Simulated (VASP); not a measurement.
Set up this calculation in VASP 6.6.1, as the native input.

* Task: single point
* Functional: PBE
* Potentials or basis: VASP PAW PBE potentials, release 64 (O)
* Cutoff: 520 eV
* k mesh: 6 × 6 × 4
* Occupations: gaussian, width 0.1 eV
* Spin: no spin polarisation
* Dipole correction: no
* Further INCAR settings: ALGO = Fast; EDIFF = 1e-06; NBANDS = 13

The structure of O lies in POSCAR:

```
O
1.0
    2.7015000000     -1.7145000000      0.0000000000
    2.7015000000      1.7145000000      0.0000000000
   -1.9649900000      0.0000000000      3.7479900000
O
2
Direct
    0.0640000000      0.0640000000      0.1530000000
    0.9360000000      0.9360000000      0.8470000000
```

One way to write it, as run:

INCAR

```
SYSTEM = O
PREC = Accurate ; ENCUT = 520
EDIFF = 1E-6 ; ISMEAR = 0
SIGMA = 0.1 ; LREAL = .FALSE.
LASPH = .TRUE. ; NELM = 100
ALGO = Fast ; ISIF = 2
LWAVE = .FALSE. ; LCHARG = .FALSE.
GGA = PE ; NBANDS = 13
```

KPOINTS

```
regular mesh
0
G
  6 6 4
  0 0 0
```

Potentials or basis: VASP PAW PBE potentials, release 64 (O).

The run is started by

```sh
$ cat potpaw_PBE.64/O/POTCAR > POTCAR
$ mpirun -np 1 vasp_std > vasp.out
```

Results of the run:

The pressure is 11.1 GPa, the largest force is 8.007 eV/Å and the band gap on the k mesh is none (metal or under the smearing width).

Caveat: the k mesh is coarse (spacing up to 0.42 Å⁻¹), so the values aren't converged; the standard files for N, O and F lose accuracy on very short bonds; spin is off for a triplet molecule; forces of over 1 eV/Å show positions far from the minimum, so gaps and moduli don't describe the material at rest.

It took 6.1 s on 1 thread of Intel(R) Xeon(R) 6975P-C (Granite Rapids) (shared host), peak memory 0.14 GiB.
